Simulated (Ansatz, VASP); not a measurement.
# Two plane-wave programs on PtS2

```xyz
3
Lattice="3.4723 0.0000 0.0000 -1.7362 3.0071 0.0000 0.0000 0.0000 5.0388" Properties=species:S:1:pos:R:3 pbc="T T T"
Pt    0.0000    0.0000    0.0000
S     1.7362    1.0024    3.8950
S     0.0000    2.0048    1.1438
```

Alike in both runs: task single point; functional PBE; k mesh 7 × 7 × 5; occupations fermi-dirac, width 0.05 eV; no spin polarisation.

```csv
,VASP,Ansatz
version,VASP 6.6.1,Ansatz 0.2.0
potentials or method,"VASP PAW PBE potentials, release 64 (Pt, S)",Ansatz PAW
plane-wave cutoff (eV),520,420
valence electrons in the cell,22,30
```

```tsv
	VASP	Ansatz	Ansatz less VASP
gap on the k mesh at the Fermi level (eV)	1.01	0.99	-0.015
least direct gap on the mesh (eV)	1.31	1.29	-0.020
pressure (GPa)	20.0	20.6	+0.58
largest component of the traceless stress (GPa)	4.16	4.36	+0.197
rms of the force components (eV/Å)	0.893	0.916	+0.0236
```

Atom by atom the forces differ by 0.024 eV/Å (rms over components). The functional is the same, so the differences come from potentials, cutoffs and numerics. The two sets of potentials don't hold the same shells in valence.

Caveats: spin-orbit coupling is left out, which moves the levels of the heavy elements; forces of over 1 eV/Å show positions far from the minimum, so gaps and moduli don't describe the material at rest; so large a pressure means that the cell lies far from this level's equilibrium, or that cutoff or potentials fall short (VASP); an odd mesh through Γ misses points on the zone boundary, where band edges often lie (VASP); odd divisions of the mesh miss points on the zone boundary, where band edges often lie, so the gap on the mesh can be too wide (Ansatz).
